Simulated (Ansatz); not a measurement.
## V2NF2 MXene monolayer in a perpendicular field

What dipole does a perpendicular field induce in the V2NF2 MXene monolayer, and does the gap follow? A positive field points along +c.

Method: plane-wave DFT, PBE+U-D3(BJ), Ansatz PAW, in the first sound run; inputs show where later runs differ, in Ansatz 0.2.0.

In doubt: warnings of the run leave room for a lower electronic state, so energies may not be the lowest and differences between runs may mislead.

## (1) Set-up

The cell holds 5 atoms: 2 F, 2 V and 1 N. Its edges and angles: a = 2.941 Å, b = 2.941 Å, c = 39.427 Å, α = 90.0°, β = 90.0°, γ = 120.0°. Vacuum lies along c.

## (2) Relaxing the slab

The starting cell is a guess, so the in-plane lattice and the atoms are relaxed first, with the slab cut off from its images along the normal.

The input, input.yaml:

```yaml
crystal:
  lattice:
    - [2.940652, 0.0, 0.0]
    - [-1.470326, 2.5466793357, 0.0]
    - [0.0, 0.0, 39.4267338156]
  atoms:
    - { symbol: F, position: [0.3333333333, 0.6666666667, 0.4463976165] }
    - { symbol: V, position: [0.6666666667, 0.3333333333, 0.4705706554], spin: 2.0 }
    - { symbol: "N", position: [0.0, 0.0, 0.5] }
    - { symbol: V, position: [0.3333333333, 0.6666666667, 0.5294293446], spin: 2.0 }
    - { symbol: F, position: [0.6666666667, 0.3333333333, 0.5536023835] }
  periodic: [true, true, false]
magnetization:
  spin_polarized: true
kpoints:
  mp_grid: { grid: [12, 12, 1] }
hamiltonian:
  xc: pbe
  dispersion: d3bj
  hubbard: { sites: [{ species: V, l: d, u_eff: 2.0 }] }
scf:
  occupations: { method: fermi_dirac, width: 0.05 }
  convergence: { dr2_threshold: 1.0e-09 }
relax:
  f_tol: 0.004
  max_steps: 90
  cell: {}
output:
  write_potential: true
  write_density: true
  volumetric_format: npy
```

Command:

```
$ ansatz run input.yaml --threads 4 --pin off --max-ram 6144MiB --backend cpu --events-out ev --progress --plain --runs-dir out
```

Numbers of over 12 decimals in the logs are rounded to 6 here.

The program printed:

```text
Warning: relax.cell: scf.convergence.dr2_threshold = 1e-9 eV is looser than the 2.47035628088e-10 eV advised for a relaxation that steers and ends on the stress (1e-10 eV for each atom of the cell: 5, times the square of relax.cell.stress_2d_tol = 0.05 N/m over 14.2 Å (the atoms' height at the walk's start and 5 Å past either face), 3.515e-2 GPa, over a crystal's default 0.05). What an SCF threshold leaves in a stress goes as its square root, and in the free energy as the threshold itself, and one threshold admits the most on a small cell: [figures from the program's tests cut] Set scf.convergence.dr2_threshold to 2.47035628088e-10 eV or tighter. [rest of the remark cut]
F: projections on atomic orbitals take those of the free atom [He] 2s2 2p5, of charge +0.00 (hamiltonian.pseudopotentials.projection_atoms); the dataset's partial waves leave at most 1.6e-8 of an orbital's norm unspanned inside its sphere
V: projections on atomic orbitals take those of the free atom [Ne] 3s2 3p6 3d3 4s2, of charge +0.00 (hamiltonian.pseudopotentials.projection_atoms); the dataset's partial waves leave at most 5.8e-7 of an orbital's norm unspanned inside its sphere
N: projections on atomic orbitals take those of the free atom [He] 2s2 2p3, of charge +0.00 (hamiltonian.pseudopotentials.projection_atoms); the dataset's partial waves leave at most 9.3e-9 of an orbital's norm unspanned inside its sphere
Engine: ansatz 0.2.0, x86_64-unknown-linux-gnu
Pseudopotentials: kind: paw
Pseudopotential: F, paw, valence charge 7, recommended cutoff 420 eV (normal), F.paw.azcp
Pseudopotential: V, paw, valence charge 13, recommended cutoff 420 eV (normal), V.paw.azcp
Pseudopotential: N, paw, valence charge 5, recommended cutoff 420 eV (normal), N.paw.azcp
Functional definition: PBE
  parameter kappa = 0.804
  parameter beta = 0.066725
  exchange = pbe_x(kappa = kappa, mu = beta*pi^2/3)
  correlation = pbe_c(beta = beta)
Crystal: 5 atoms, lattice volume = 295.263 Å³
Basis set: ecut = 420 eV, 5687 PW (Γ), exchange–correlation on 40×40×540 points (8 copies of the dense FFT grid, shifted against one another)
Bands: 30, of which v1, the nominal top of the filled ones, is band 23 counted from 1 (22 counted from 0)
Symmetry: 12 space group operations
Space group: P-3m1 (ITA 164), of the structure as read, at distance tolerance 6.7e-5 Å
Magnetic group: BNS 164.85 (UNI 1315), of the structure as read, at distance tolerance 6.7e-5 Å
k-points: 19 of 144
Non-local potential: F, projectors of the file, l = 0: 2, l = 1: 2, l = 2: 1
Non-local potential: V, projectors of the file, l = 0: 3, l = 1: 2, l = 2: 3, l = 3: 1
Non-local potential: N, projectors of the file, l = 0: 2, l = 1: 2, l = 2: 1
PAW form: soft (Blöchl's): semilocal exchange-correlation on the pseudo side does not see the compensation charge
PAW one-centre angular grid: F, 110 points (default); XC on 64 Gauss nodes
PAW one-centre angular grid: V, 590 points (default); XC on 64 Gauss nodes
PAW one-centre angular grid: N, 110 points (default); XC on 64 Gauss nodes
Initial density: superposition of atomic densities (neutral atoms: chi_scale 0, normalization atom)
Starting moments: Σ|m| = 4 μB on 2 of 5 sites
Initial wavefunctions: pseudopotential atomic-orbital guess
Functional: x = pbe(κ = 0.804, μ = 0.219515), c = pbe(β = 0.066725)
SCF iter   1: F=—  HF=-7827.999406 eV  |F-HF|=—  |Δ(HF+E_count)|=         —  Δρ=3.34e-2 (↑3.34e-2 ↓2.99e-2)  dr2=1.53e1  dr2_m=1.71e-1  M=3.598 μB ∫|m|=3.658 μB  β_m=0.30  ethr=3.10e-3  ⟨swp⟩=19.8  Hψ=9433  notcnv=0
preconditioner: auto → none  [metal: Δε(μ)=0.030 eV  Ē_g=10.318 eV  σ=0.050 eV  W_gap=0.15  n_scr=24 (ndim 8)  ℏωp=10.8 eV  f_vac=0.809  D(μ)=3.10/eV (n_scr^D=16)  sad-step TF]
SCF iter   2: F=—  HF=-7825.728071 eV  |F-HF|=—  |Δ(HF+E_count)|=    2.27e0  Δρ=1.58e-2 (↑1.58e-2 ↓1.23e-2)  dr2=3.89e0  dr2_m=1.72e-1  M=4.055 μB ∫|m|=4.126 μB  β_m=1.00  ethr=3.10e-3  ⟨swp⟩=4.6  Hψ=3170  notcnv=0  defer=41
SCF iter   3: F=—  HF=-7825.139088 eV  |F-HF|=—  |Δ(HF+E_count)|=   5.89e-1  Δρ=1.19e-2 (↑1.19e-2 ↓6.92e-3)  dr2=5.21e-1  dr2_m=7.79e-2  M=4.461 μB ∫|m|=4.598 μB  β_m=1.00  ethr=3.10e-3  ⟨swp⟩=4.1  Hψ=2826  notcnv=0  defer=33
SCF iter   4: F=—  HF=-7825.269865 eV  |F-HF|=—  |Δ(HF+E_count)|=   1.31e-1  Δρ=5.51e-3 (↑5.51e-3 ↓4.11e-3)  dr2=1.33e-1  dr2_m=1.62e-2  M=4.689 μB ∫|m|=4.806 μB  β_m=1.00  ethr=1.16e-3  ⟨swp⟩=3.9  Hψ=2769  notcnv=0  defer=32
SCF iter   5: F=—  HF=-7825.411915 eV  |F-HF|=—  |Δ(HF+E_count)|=   1.42e-1  Δρ=3.56e-3 (↑3.56e-3 ↓2.68e-3)  dr2=2.42e-2  dr2_m=1.24e-2  M=4.889 μB ∫|m|=5.013 μB  β_m=0.30  ethr=2.96e-4  ⟨swp⟩=5.1  Hψ=2882  notcnv=0  defer=31
Mixer restart at iter 5: flushing history
spin-set hold released at iteration 5 (site moments contracting): the magnetisation degrees of freedom join the quasi-Newton model from the next iteration; the mixer history was flushed
SCF iter   6: F=—  HF=-7825.518636 eV  |F-HF|=—  |Δ(HF+E_count)|=   1.07e-1  Δρ=3.37e-3 (↑3.37e-3 ↓2.39e-3)  dr2=1.26e-2  dr2_m=1.57e-2  M=4.968 μB ∫|m|=5.094 μB  β_m=0.58  ethr=5.38e-5  ⟨swp⟩=2.9  Hψ=2230  notcnv=0  defer=32
SCF iter   7: F=—  HF=-7825.659369 eV  |F-HF|=—  |Δ(HF+E_count)|=   1.41e-1  Δρ=1.66e-3 (↑1.66e-3 ↓8.60e-4)  dr2=1.83e-2  dr2_m=2.38e-3  M=5.000 μB ∫|m|=5.166 μB  β_m=0.53  ethr=2.79e-5  ⟨swp⟩=4.0  Hψ=2896  notcnv=0  defer=40
SCF iter   8: F=—  HF=-7825.656086 eV  |F-HF|=—  |Δ(HF+E_count)|=         —  Δρ=9.09e-4 (↑9.09e-4 ↓6.74e-4)  dr2=5.83e-3  dr2_m=8.13e-4  M=5.000 μB ∫|m|=5.157 μB  β_m=0.53  ethr=2.79e-5  ⟨swp⟩=3.3  Hψ=2526  notcnv=0  defer=40
Mixer restart at iter 8: flushing history
SCF iter   9: F=—  HF=-7825.657884 eV  |F-HF|=—  |Δ(HF+E_count)|=   1.80e-3  Δρ=9.97e-4 (↑9.97e-4 ↓7.20e-4)  dr2=1.16e-2  dr2_m=1.54e-4  M=5.000 μB ∫|m|=5.169 μB  β_m=0.38  ethr=1.29e-5  ⟨swp⟩=3.4  Hψ=2870  notcnv=0  defer=42
SCF iter  10: F=—  HF=-7825.655609 eV  |F-HF|=—  |Δ(HF+E_count)|=   2.27e-3  Δρ=2.68e-4 (↑2.68e-4 ↓2.40e-4)  dr2=8.63e-5  dr2_m=1.55e-4  M=5.000 μB ∫|m|=5.161 μB  β_m=0.54  ethr=1.29e-5  ⟨swp⟩=2.5  Hψ=1951  notcnv=0  defer=42
SCF iter  11: F=—  HF=-7825.655795 eV  |F-HF|=—  |Δ(HF+E_count)|=   1.86e-4  Δρ=8.36e-5 (↑8.36e-5 ↓7.61e-5)  dr2=4.32e-5  dr2_m=3.91e-6  M=5.000 μB ∫|m|=5.162 μB  β_m=0.47  ethr=1.92e-7  ⟨swp⟩=4.0  Hψ=2635  notcnv=0  defer=42
SCF iter  12: F=—  HF=-7825.655790 eV  |F-HF|=—  |Δ(HF+E_count)|=   4.81e-6  Δρ=4.27e-5 (↑4.27e-5 ↓1.60e-5)  dr2=3.46e-6  dr2_m=1.35e-6  M=5.000 μB ∫|m|=5.162 μB  β_m=0.56  ethr=9.59e-8  ⟨swp⟩=2.8  Hψ=1924  notcnv=0  defer=42
[...]
SCF iter  10: F=—  HF=-7826.771804 eV  |F-HF|=—  |Δ(HF+E_count)|=   1.08e-4  Δρ=1.66e-4 (↑1.66e-4 ↓8.29e-5)  dr2=1.85e-4  dr2_m=1.73e-5  M=5.000 μB ∫|m|=5.347 μB  β_m=0.58  ethr=1.76e-7  ⟨swp⟩=3.4  Hψ=2447  notcnv=0  defer=26
SCF iter  11: F=—  HF=-7826.771784 eV  |F-HF|=—  |Δ(HF+E_count)|=   2.02e-5  Δρ=4.77e-5 (↑4.77e-5 ↓2.75e-5)  dr2=2.09e-6  dr2_m=3.69e-6  M=5.000 μB ∫|m|=5.346 μB  β_m=0.66  ethr=1.76e-7  ⟨swp⟩=2.8  Hψ=1899  notcnv=0  defer=26
SCF iter  12: F=—  HF=-7826.771789 eV  |F-HF|=—  |Δ(HF+E_count)|=   5.51e-6  Δρ=1.40e-5 (↑1.40e-5 ↓7.32e-6)  dr2=4.02e-7  dr2_m=2.73e-7  M=5.000 μB ∫|m|=5.347 μB  β_m=0.75  ethr=4.65e-9  ⟨swp⟩=3.5  Hψ=2594  notcnv=0  defer=26
SCF iter  13: F=—  HF=-7826.771790 eV  |F-HF|=—  |Δ(HF+E_count)|=   3.95e-7  Δρ=5.32e-6 (↑5.32e-6 ↓2.43e-6)  dr2=6.45e-8  dr2_m=2.91e-8  M=5.000 μB ∫|m|=5.347 μB  β_m=0.78  ethr=8.94e-10  ⟨swp⟩=3.3  Hψ=2528  notcnv=0  defer=26
SCF iter  14: F=—  HF=-7826.771790 eV  |F-HF|=—  |Δ(HF+E_count)|=   5.76e-8  Δρ=2.03e-6 (↑2.03e-6 ↓7.35e-7)  dr2=5.98e-9  dr2_m=3.86e-9  M=5.000 μB ∫|m|=5.347 μB  β_m=0.89  ethr=1.43e-10  ⟨swp⟩=2.8  Hψ=2283  notcnv=0  defer=26
SCF iter  15: F=—  HF=-7826.771790 eV  |F-HF|=—  |Δ(HF+E_count)|=   1.70e-8  Δρ=9.18e-7 (↑9.18e-7 ↓3.59e-7)  dr2=1.97e-9  dr2_m=6.36e-10  M=5.000 μB ∫|m|=5.347 μB  β_m=0.95  ethr=1.33e-11  ⟨swp⟩=3.2  Hψ=2482  notcnv=0  defer=26
SCF iter  16: F=-7826.771790 eV  HF=-7826.771790 eV  |F-HF|=2.70e-10  |Δ(HF+E_count)|=   3.28e-9  Δρ=4.72e-7 (↑4.72e-7 ↓2.34e-7)  dr2=8.29e-10  dr2_m=1.48e-10  M=5.000 μB ∫|m|=5.347 μB  ethr=2.22e-12  ⟨swp⟩=3.7  Hψ=2711  notcnv=0
SCF 1 converged in 16 iterations: F = -7826.771790 eV  dr2 = 8.29e-10
Symmetry: 2 space group operations
k-points: 43 of 144 (time reversal used)
Initial density: read from a saved state, or passed on in memory by an earlier SCF of this step, an earlier step, the calling program or the single point that the run made first
Initial wavefunctions: those read from a saved state, or passed on in memory by an earlier step or the calling program
iter 1 solved again at ethr=1.82e-12 eV; its pass at ethr=2.22e-6 eV (dr2=8.20e-10 eV) is discarded
SCF iter   1: F=—  HF=-7826.771790 eV  |F-HF|=—  |Δ(HF+E_count)|=         —  Δρ=4.73e-7 (↑4.73e-7 ↓2.36e-7)  dr2=8.32e-10  dr2_m=1.49e-10  M=5.000 μB ∫|m|=5.347 μB  ethr=1.82e-12  ⟨swp⟩=1.9  Hψ=18135  notcnv=0
spin=Collinear: Resta preconditioning applied to the charge; magnetization (m = ρ↑ − ρ↓) channel mixes plain (no charge-response kernel on spin).
SCF iter   2: F=—  HF=-7826.771660 eV  |F-HF|=—  |Δ(HF+E_count)|=   1.29e-4  Δρ=1.89e-4 (↑1.89e-4 ↓1.31e-4)  dr2=2.13e-4  dr2_m=5.45e-6  M=5.000 μB ∫|m|=5.343 μB  ethr=2.22e-6  ⟨swp⟩=1.5  Hψ=11851  notcnv=0
SCF iter   3: F=—  HF=-7826.771645 eV  |F-HF|=—  |Δ(HF+E_count)|=   1.51e-5  Δρ=3.44e-5 (↑3.44e-5 ↓2.18e-5)  dr2=8.01e-6  dr2_m=5.93e-7  M=5.000 μB ∫|m|=5.343 μB  ethr=6.40e-7  ⟨swp⟩=1.1  Hψ=7090  notcnv=0
SCF iter   4: F=—  HF=-7826.771786 eV  |F-HF|=—  |Δ(HF+E_count)|=   1.41e-4  Δρ=7.48e-6 (↑7.48e-6 ↓3.99e-6)  dr2=1.41e-7  dr2_m=3.72e-8  M=5.000 μB ∫|m|=5.347 μB  ethr=2.66e-8  ⟨swp⟩=1.2  Hψ=7307  notcnv=0
SCF iter   5: F=—  HF=-7826.771790 eV  |F-HF|=—  |Δ(HF+E_count)|=   3.22e-6  Δρ=3.20e-6 (↑3.20e-6 ↓2.53e-6)  dr2=7.18e-8  dr2_m=1.89e-9  M=5.000 μB ∫|m|=5.347 μB  ethr=7.56e-10  ⟨swp⟩=1.0  Hψ=8698  notcnv=0
SCF iter   6: F=—  HF=-7826.771790 eV  |F-HF|=—  |Δ(HF+E_count)|=   1.46e-8  Δρ=6.85e-7 (↑6.85e-7 ↓2.85e-7)  dr2=2.50e-9  dr2_m=2.19e-10  M=5.000 μB ∫|m|=5.347 μB  ethr=1.93e-10  ⟨swp⟩=1.2  Hψ=7245  notcnv=0
SCF iter   7: F=-7826.771790 eV  HF=-7826.771790 eV  |F-HF|=1.84e-10  |Δ(HF+E_count)|=   1.77e-9  Δρ=1.61e-7 (↑1.61e-7 ↓1.36e-7)  dr2=1.35e-10  dr2_m=1.92e-11  M=5.000 μB ∫|m|=5.347 μB  ethr=2.22e-12  ⟨swp⟩=1.8  Hψ=8596  notcnv=0
a single-point calculation of the run's input, under the relaxation's own `scf.mixing.negative_modes` where the relaxation goes by `scf.lower_state_search: light` itself or types `scf.max_iter`, was made at the relaxed geometry, from the atoms, in 23 SCF iterations in all. It converged +0.0 meV from the relaxation's final energy, with moments (0.03, 2.00, -0.16, 2.00, 0.03 Bohr magnetons, atom by atom), which does not count as lower, and the relaxation's result stands. No further magnetic order was relaxed to its end, and one can end lower (see `relax.adjacent_minimum`). Of at least 1 other set(s) of starting moments it isn't known whether they lead lower.
SCF converged after 6 iterations
Magnetization: 5.0000 μB (25.0000 up, 20.0000 down)
Absolute magnetization: 5.3459 μB (∫|ρ↑−ρ↓|, with the PAW one-centre terms)
Spin contamination: 0.0731 ħ² per cell (⟨S²⟩ above its minimum at these occupations)
Per-site moments (μB) at R_I (Å): [(0.025594, 0.875734), (2.001125, 0.875734), (-0.163425, 0.879224), (2.001125, 0.875734), (0.025594, 0.875734)]
Free energy (F): -7826.771790 eV
Harris-Foulkes:  -7826.771790 eV  (|F-HF|=1.65e-7)
Internal energy: -7826.758504 eV  (E = F + TS)
E sigma→0 (E₀):  -7826.765147 eV
Entropy (-TS):   -0.013285 eV (-2.657 meV/atom)
Fermi energy:    -4.805525 eV
--- Per-component energies (eV) ---
  E_band       = -1166.755803
  E_kinetic    = 1212.886240
  E_local      = -175813.382719  (includes V_loc(G=0)·N_el)
  E_nonlocal   = 110.870000
  E_hartree    = 87243.949035
  E_xc         = -477.823351
  E_vxc        = -607.862216  (∫ρ·V_xc dr)
  E_hubbard    = 2.138164  (on-site DFT+U / exact-exchange correction)
  E_vhub       = -2.776469  (the Hubbard potential's part of the band-sum identity)
  E_paw        = -2759.705328  (= ΣΔE_a)
  E_vpaw       = -554.396698  (= ΣTr[D̂ρ^β])
  E_aug_tail   = 0.004726  (compensation charges beyond the density's cutoff)
  E_ewald      = 82655.242347
  E_disp       = -0.937619  (pairwise vdW)
  E_smearing   = -0.013285  (= −TS)
  E_closure    = -0.000000  (closes the sum)
  Σ components = -7826.771790   (vs F -7826.771790, Δ=0.00e0)
--- Forces (eV/Å), atoms counted from 1 ---
  atom   1  F      0.00000000     0.00000000    -0.00001084
  atom   2  V      0.00000000    -0.00000000     0.00054267
  atom   3  N      0.00000000    -0.00000000     0.00000000
  atom   4  V     -0.00000000     0.00000000    -0.00054267
  atom   5  F      0.00000000    -0.00000000     0.00001084
  max |Σ_I F_I| component: 2.31e-17 eV/Å
--- 2D stress c σ (N/m, compression-positive) ---
        0.029810       0.000000       0.000000
        0.000000       0.029810       0.000000
        0.000000       0.000000       0.000000
  P = ½ c Tr σ = 0.0298 N/m
--- Band table (eV; the first three rows and the last of 38) ---
  k-point 0 ↑: bands = [... 19 lower, -8.3936, -6.8123, -6.8123, -6.1697, -5.2683, -5.2683, -4.6969, -3.2363, ... 3 higher]
  k-point 1 ↑: bands = [... 19 lower, -8.5004, -6.8180, -6.6950, -6.0878, -5.2586, -5.2293, -4.6435, -3.2775, ... 3 higher]
  k-point 2 ↑: bands = [... 19 lower, -8.7157, -6.9655, -6.4288, -5.8725, -5.2259, -5.1376, -4.5742, -3.2257, ... 3 higher]
  k-point 18 ↓: bands = [... 19 lower, -8.7278, -2.2246, -2.1989, -2.1989, -1.0871, -1.0871, -0.9012, -0.6633, ... 3 higher]
  the weakly bound empty levels are not read free of the cell's end (hubbard_term)
--- Relaxed structure (10 steps of the walk, 10 accepted, 2 SCFs on fresh bases) ---
  F+E_penalty+E_count = -7826.77178971 eV   max|allowed force component| = 5.427e-4 eV/Å   (the final SCF, on the basis selected at the relaxed cell)
  cell:  # Å, volume = 337.8934 Å³
    - [3.145786, 0, 0]
    - [-1.572893, 2.724330, 0]
    - [0, 0, 39.4267338156]
  atoms:
    - { symbol: F, position: [0.333333, 0.666667, 0.443824] }
    - { symbol: V, position: [0.666667, 0.333333, 0.471706] }
    - { symbol: N, position: [0, 0, 0.500000] }
    - { symbol: V, position: [0.333333, 0.666667, 0.528294] }
    - { symbol: F, position: [0.666667, 0.333333, 0.556176] }
```

The job ended after 75 s (4 threads of AMD EPYC 9R45 (Zen 5), shared host; peak memory 2.3 GiB).

Step by step:

```tsv
step	energy less that of the first step (eV)	largest force component (eV/Å)	volume (Å³)
1	0.0000	3.0162	295.26
2	-0.7774	1.4978	309.30
3	-0.9622	0.9576	318.67
4	-1.0406	0.1150	326.45
5	-1.0454	0.0310	332.09
6	-1.0455	0.0040	331.97
7	-1.0455	0.0005	331.94
8*	-1.1086	0.0037	331.94
9	-1.1122	0.0053	336.65
10	-1.1113	0.0027	338.11
11	-1.1115	0.0002	337.89
12*	-1.1160	0.0005	337.89
12*	-1.1160	0.0005	337.89
```

Relaxation steps marked * repeat the geometry before them on a plane-wave basis chosen anew for their cell, so energy and pressure can jump there.

```tsv
cell as run	before	after	change
a (Å)	2.941	3.146	+7.0 %
b (Å)	2.941	3.146	+7.0 %
```

The atoms that moved most (Å, along periodic axes as changes of fractional coordinates times the final cell, across vacuum about the mean position):

```tsv
atom	dx	dy	dz	length
F1	0.000	0.000	-0.101	0.101
F5	0.000	0.000	0.101	0.101
V4	0.000	0.000	-0.045	0.045
V2	0.000	0.000	0.045	0.045
```

The relaxed structure:

```xyz
5
Lattice="3.1458 0.0000 0.0000 -1.5729 2.7243 0.0000 0.0000 0.0000 39.4267" Properties=species:S:1:pos:R:3
F     0.0000    1.8162   17.4985
V     1.5729    0.9081   18.5978
N     0.0000    0.0000   19.7134
V     0.0000    1.8162   20.8289
F     1.5729    0.9081   21.9282
```

This step gave:

| Property | Result |
| --- | --- |
| energy at zero smearing | -7826.7651 eV |
| total moment | 5.000 μB |
| site moments | 0.02559, 2.001, -0.1634, 2.001, 0.02559 μB |

Site moment by atom:

```tsv
atom	site moment (μB)
F1	0.03
V2	2.00
N3	-0.16
V4	2.00
F5	0.03
```

The lattice constant a goes from 2.941 to 3.146 Å.

(Part 1 of 3 ends here.)

[Logs are printed without paths, hosts, clocks, repeated set-up lines and the standing remarks that a program may print on its own settings, such as how far it seeks lower states.]

[Hosts, paths, dates, database ids (printed as entryN), source tags and the programs' standing remarks are cut or masked in the printed files.]

[Maps of the electrostatic potential energy from Ansatz leave out the sawtooth potential of an applied field or a dipole correction, so their vacuum need not be flat; planar profiles and work functions include it.]
